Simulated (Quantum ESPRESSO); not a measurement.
A run of Quantum ESPRESSO 7.5:

pw.in

```
&CONTROL
  calculation = 'scf'
  prefix = 'pwscf'
  outdir = './tmp'
  pseudo_dir = './pseudo'
  tprnfor = .true.
  disk_io = 'nowf'
/
&SYSTEM
  ibrav = 0
  nat = 2
  ntyp = 2
  ecutwfc = 45
  ecutrho = 360
  nbnd = 20
  occupations = 'smearing'
  smearing = 'gaussian'
  degauss = 0.00367493
  nspin = 2
  starting_magnetization(1) = 0.3333
  starting_magnetization(2) = 0
  nosym = .true.
/
&ELECTRONS
  conv_thr = 5d-07
  electron_maxstep = 100
  mixing_beta = 0.3
  mixing_ndim = 12
  startingpot = 'file'
/
ATOMIC_SPECIES
Mn    54.9380 mn_lda_v1.5.uspp.F.UPF
O     15.9990 o_lda_v1.2.uspp.F.UPF
CELL_PARAMETERS angstrom
   0.0000000000    2.2220003300    2.2220003300
   2.2220003300    0.0000000000    2.2220003300
   2.2220003300    2.2220003300    0.0000000000
ATOMIC_POSITIONS crystal
Mn     0.0000000000    0.0000000000    0.0000000000
O      0.5000000000    0.5000000000    0.5000000000
K_POINTS automatic
3 3 3 0 0 0
HUBBARD {atomic}
U Mn-3d 7.0
```

Contents of start.in:

```
&CONTROL
  calculation = 'scf'
  prefix = 'pwscf'
  outdir = './tmp'
  pseudo_dir = './pseudo'
  disk_io = 'nowf'
/
&SYSTEM
  ibrav = 0
  nat = 2
  ntyp = 2
  ecutwfc = 45
  ecutrho = 360
  nbnd = 20
  occupations = 'smearing'
  smearing = 'gaussian'
  degauss = 0.00367493
  nspin = 2
  starting_magnetization(1) = 0.3333
  starting_magnetization(2) = 0
  nosym = .true.
/
&ELECTRONS
  conv_thr = 5d-07
  electron_maxstep = 1
  mixing_beta = 0.3
  mixing_ndim = 12
  scf_must_converge = .false.
/
ATOMIC_SPECIES
Mn    54.9380 mn_lda_v1.5.uspp.F.UPF
O     15.9990 o_lda_v1.2.uspp.F.UPF
CELL_PARAMETERS angstrom
   0.0000000000    2.2220003300    2.2220003300
   2.2220003300    0.0000000000    2.2220003300
   2.2220003300    2.2220003300    0.0000000000
ATOMIC_POSITIONS crystal
Mn     0.0000000000    0.0000000000    0.0000000000
O      0.5000000000    0.5000000000    0.5000000000
K_POINTS automatic
3 3 3 0 0 0
HUBBARD {atomic}
U Mn-3d 7.0
```

Contents of occup.txt:

```
 1.0000  0.0000  0.0000  0.0000  0.0000
 0.0000  1.0000  0.0000  0.0000  0.0000
 0.0000  0.0000  1.0000  0.0000  0.0000
 0.0000  0.0000  0.0000  1.0000  0.0000
 0.0000  0.0000  0.0000  0.0000  1.0000
 0.0000  0.0000  0.0000  0.0000  0.0000
 0.0000  0.0000  0.0000  0.0000  0.0000
 0.0000  0.0000  0.0000  0.0000  0.0000
 0.0000  0.0000  0.0000  0.0000  0.0000
 0.0000  0.0000  0.0000  0.0000  0.0000
 0.0000  0.0000  0.0000  0.0000  0.0000
 0.0000  0.0000  0.0000  0.0000  0.0000
 0.0000  0.0000  0.0000  0.0000  0.0000
 0.0000  0.0000  0.0000  0.0000  0.0000
 0.0000  0.0000  0.0000  0.0000  0.0000
 0.0000  0.0000  0.0000  0.0000  0.0000
 0.0000  0.0000  0.0000  0.0000  0.0000
 0.0000  0.0000  0.0000  0.0000  0.0000
 0.0000  0.0000  0.0000  0.0000  0.0000
 0.0000  0.0000  0.0000  0.0000  0.0000
```

Potentials or basis: GBRV 1.5 LDA.

Launch:

```sh
$ OMP_NUM_THREADS=1 pw.x -in start.in > start.out
$ cp occup.txt tmp/pwscf.save/occup.txt
$ OMP_NUM_THREADS=1 pw.x -in pw.in > pw.out
```

Hardware: 1 thread of Arm Neoverse V1, with other jobs on the host.

Task: How long does it take, and how much memory?

Result: Run time: 12 s on 1 thread of Arm Neoverse V1, with other jobs on the host, peak memory 0.12 GiB. Counts: scf iterations 13, k pools 1, bands 20, k points 14, g dense 16961.
